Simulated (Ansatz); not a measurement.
Molecular dynamics of WC

input.yaml

```yaml
accuracy: low
crystal:
  lattice:
    - [-3.040081, -5.265574, 0.0]
    - [4.560121, -2.632787, 0.0]
    - [0.0, 0.0, 5.926989]
  atoms:
    - { symbol: W, position: [0.77838986, 0.48821851, 0.04381348] }
    - { symbol: C, position: [0.54112588, 0.54619222, 0.29544677] }
    - { symbol: W, position: [0.77801107, 0.54137261, 0.56423045] }
    - { symbol: C, position: [0.45439271, 0.69443039, 0.72157767] }
    - { symbol: W, position: [0.53188492, 0.02139364, 0.02074947] }
    - { symbol: C, position: [0.30319615, 0.11421123, 0.29161691] }
    - { symbol: W, position: [0.50065218, 0.01754954, 0.5135013] }
    - { symbol: C, position: [0.21925981, 0.17362157, 0.7145157] }
    - { symbol: W, position: [0.26090947, 0.39998501, 0.01531013] }
    - { symbol: C, position: [-0.03263994, 0.57784648, 0.29043025] }
    - { symbol: W, position: [0.25156112, 0.50680425, 0.4947468] }
    - { symbol: C, position: [0.01798302, 0.68554023, 0.79032747] }
    - { symbol: W, position: [-0.03068212, -0.07468908, 0.04253193] }
    - { symbol: C, position: [0.76268231, 0.0349886, 0.32852249] }
    - { symbol: W, position: [-0.00498341, 0.00613993, 0.5467419] }
    - { symbol: C, position: [0.77021531, 0.19372399, 0.81464809] }
basis:
  ecutwfc: 420.0
kpoints:
  mp_grid: { grid: [2, 2, 2] }
hamiltonian:
  xc: pbe
  pseudopotentials: { kind: paw, azcp: { folder: soft_1 } }
scf:
  occupations: { method: fermi_dirac, width: 0.36 }
  lower_state_search: "off"
md:
  timestep: 0.75
  n_steps: 180
  ensemble: npt_langevin
  temperature: 2940.0
  initial_velocities: maxwell_boltzmann
  seed: 525053
  friction: 0.02
  pressure: 10.0
  fix_cell: [angles]
```

Command:

```bash
$ ansatz run input.yaml --threads 1 --pin off --max-ram 3072MiB --backend cpu --events-out ev --progress --plain --runs-dir out
```

It goes on from the last frame of an earlier run, with new velocities.

Output, in part (step lines):

```
md step     0: t =     0.00 fs  T =  2756.3 K  F+E_penalty+E_count = -85083.73326552 eV  E_kin = 5.700366 eV  conserved = -85067.51828243 eV  P_inst = 4.3029 GPa  V = 189.7558 Å³  selection 1  (9 SCF iters)
md step     1: t =     0.75 fs  T =  2836.0 K  F+E_penalty+E_count = -85083.99094071 eV  E_kin = 5.865358 eV  conserved = -85067.51806515 eV  P_inst = 3.6718 GPa  V = 189.7595 Å³  selection 1  (7 SCF iters)
md step     2: t =     1.50 fs  T =  2826.8 K  F+E_penalty+E_count = -85084.24943916 eV  E_kin = 5.846370 eV  conserved = -85067.51818392 eV  P_inst = 2.8975 GPa  V = 189.7730 Å³  selection 1  (7 SCF iters)
md step     3: t =     2.25 fs  T =  2998.8 K  F+E_penalty+E_count = -85084.52757172 eV  E_kin = 6.201994 eV  conserved = -85067.51895054 eV  P_inst = 2.2816 GPa  V = 189.7977 Å³  selection 1  (7 SCF iters)
md step     4: t =     3.00 fs  T =  3112.3 K  F+E_penalty+E_count = -85084.80926068 eV  E_kin = 6.436631 eV  conserved = -85067.51937691 eV  P_inst = 1.5527 GPa  V = 189.8323 Å³  selection 1  (7 SCF iters)
md step     5: t =     3.75 fs  T =  3484.2 K  F+E_penalty+E_count = -85085.06234584 eV  E_kin = 7.205864 eV  conserved = -85067.52054095 eV  P_inst = 1.1619 GPa  V = 189.8741 Å³  selection 1  (5 SCF iters)
md step     6: t =     4.50 fs  T =  3214.4 K  F+E_penalty+E_count = -85085.27524773 eV  E_kin = 6.647921 eV  conserved = -85067.51979249 eV  P_inst = 0.1533 GPa  V = 189.9121 Å³  selection 1  (5 SCF iters)
md step     7: t =     5.25 fs  T =  3357.1 K  F+E_penalty+E_count = -85085.46672506 eV  E_kin = 6.942981 eV  conserved = -85067.51991607 eV  P_inst = -0.3177 GPa  V = 189.9420 Å³  selection 1  (5 SCF iters)
[... lines left out ...]
```

The steps, from the saved trajectory:

| time (fs) | T (K) | potential energy less start (eV) | conserved less start (meV/atom) | P (GPa) | volume (Å³) |
| --- | --- | --- | --- | --- | --- |
| 0 | 2756 | 0.000 | 0.00 | 4.3 | 189.8 |
| 4.5 | 3214 | -1.542 | -0.09 | 0.2 | 189.9 |
| 9 | 3281 | -2.350 | 0.00 | -2.9 | 190.0 |
| 13.5 | 3530 | -2.572 | 0.02 | -3.1 | 189.4 |
| 18 | 3855 | -2.767 | -0.01 | -0.9 | 187.8 |
| 22.5 | 3575 | -3.073 | -0.07 | 0.5 | 186.5 |
| 27 | 3355 | -2.864 | -0.03 | 2.3 | 185.6 |
| 31.5 | 3382 | -2.781 | 0.04 | 3.4 | 184.7 |
| 36 | 3031 | -3.344 | 0.04 | 3.3 | 183.0 |
| 40.5 | 2837 | -4.259 | 0.12 | 1.8 | 182.1 |
| 45 | 3141 | -4.551 | -0.01 | 2.6 | 181.3 |
| 49.5 | 2732 | -4.290 | -0.02 | 4.5 | 180.8 |
| 54 | 2496 | -3.818 | 0.02 | 7.0 | 180.5 |
| 58.5 | 2695 | -3.592 | 0.03 | 7.9 | 180.4 |
| 63 | 3633 | -4.374 | 0.06 | 7.3 | 180.0 |
| 67.5 | 3970 | -5.990 | -0.21 | 3.7 | 180.0 |
| 72 | 3617 | -6.039 | -0.10 | 3.7 | 179.7 |
| 76.5 | 3165 | -5.192 | 0.20 | 5.6 | 179.4 |
| 81 | 3477 | -5.612 | 0.07 | 5.9 | 178.8 |
| 85.5 | 3414 | -6.113 | 0.06 | 5.6 | 178.2 |
| 90 | 3043 | -5.879 | 0.22 | 6.8 | 177.5 |
| 94.5 | 2627 | -5.973 | 0.26 | 7.5 | 176.7 |
| 99 | 2486 | -6.532 | 0.30 | 6.9 | 175.9 |
| 103.5 | 2732 | -7.767 | 0.24 | 4.4 | 175.2 |
| 108 | 3286 | -8.662 | 0.13 | 3.9 | 174.2 |
| 112.5 | 2455 | -8.580 | 0.24 | 4.5 | 173.1 |
| 117 | 1884 | -7.807 | 0.37 | 7.3 | 172.0 |
| 121.5 | 2138 | -7.721 | 0.34 | 9.7 | 171.1 |
| 126 | 3089 | -8.444 | 0.16 | 12.0 | 170.3 |
| 130.5 | 3166 | -8.827 | 0.19 | 13.3 | 169.9 |
| 135 | 3158 | -8.863 | 0.22 | 13.9 | 169.8 |

All steps were run. The conserved energy stayed within 0.39 meV per atom of its start (net change 0.22 meV per atom), so the integration is sound. The start is strongly strained: it lies 0.6 eV per atom above the lowest frames. A run of 0.14 ps of so small a system gives no equilibrium averages. Limits of this set-up: coarse k mesh, low accuracy level. The cell's volume went from 190 to 170 Å³.

Mean squared displacements from the first frame to the last, about the centre of mass, the cell's change included: W 0.17 Å², C 0.26 Å².

Last frame:

```xyz
16
Lattice="-2.8325 -4.9060 0.0000 4.4923 -2.5936 0.0000 0.0000 0.0000 5.7786" Properties=species:S:1:pos:R:3
W -0.028 -4.780 0.102
C 1.542 -4.049 1.443
W 0.092 -4.930 2.982
C 1.406 -4.230 4.350
W -1.503 -2.505 0.125
C 0.019 -1.683 1.750
W -1.476 -2.528 3.123
C -0.060 -1.737 4.577
W 1.566 -2.361 0.082
C 2.832 -1.602 1.934
W 1.420 -2.548 3.034
C 2.869 -1.576 4.529
W -0.170 0.025 0.024
C -1.582 -4.122 1.689
W -0.296 -0.086 2.950
C -1.581 -4.168 4.446
```

Time of the run: 21 min on 1 thread of Arm Neoverse V1, on a shared host, peak memory 0.54 GiB.
